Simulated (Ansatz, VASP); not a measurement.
Zn in VASP and in Ansatz

The input INCAR:

```
SYSTEM = Zn
  PREC = Accurate
  ENCUT = 520
  EDIFF = 1E-6
  ISMEAR = 0
  SIGMA = 0.15
  LREAL = .FALSE.
  LASPH = .TRUE.
  NELM = 100
  ALGO = Fast
  ISIF = 2
  LWAVE = .FALSE.
  LCHARG = .TRUE.
  GGA = PE
  LELF = .TRUE.
  LVHAR = .TRUE.
  NBANDS = 12
```

File KPOINTS:

```
Automatic mesh
0
G
  22 22 22
  0 0 0
```

File POSCAR:

```
Zn
1.0
   -1.5219658900      1.5219658900      1.5925725550
    1.5219658900     -1.5219658900      1.5925725550
    1.5219658900      1.5219658900     -1.5925725550
Zn
1
Direct
    0.0000000000      0.0000000000      0.0000000000
```

Input for Ansatz:

```yaml
crystal:
  lattice:
    - [-1.52196589, 1.52196589, 1.592572555]
    - [1.52196589, -1.52196589, 1.592572555]
    - [1.52196589, 1.52196589, -1.592572555]
  atoms:
    - { symbol: Zn, position: [0.0, 0.0, 0.0] }
basis:
  ecutwfc: 420
kpoints:
  mp_grid: { grid: [22, 22, 22] }
hamiltonian:
  xc: pbe
scf:
  occupations: { method: gaussian, width: 0.15 }
output:
  forces: true
  stress: true
  eigenvalues: true
```

Change from the starting cell: strain -0.030 along x and y, +0.015 along z, atoms carried along.

Alike in both runs: task single point; functional PBE; k mesh 22 × 22 × 22; occupations gaussian, width 0.15 eV; no spin polarisation.

|  | VASP | Ansatz |
| --- | --- | --- |
| version | VASP 6.6.1 | Ansatz 0.2.0 |
| potentials or method | VASP PAW PBE potentials, release 64 (Zn) | scalar-relativistic, plane waves, PAW |
| plane-wave cutoff (eV) | 520 | 420 |
| valence electrons in the cell | 12 | 12 |

|  | VASP | Ansatz | Ansatz less VASP |
| --- | --- | --- | --- |
| gap on the k mesh at the Fermi level (eV) | none | none | - |
| pressure (GPa) | 3.3 | 3.0 | -0.33 |
| largest component of the traceless stress (GPa) | 1.56 | 1.56 | +0.001 |

A gap of «none» marks a metal or a gap that the smearing closes.
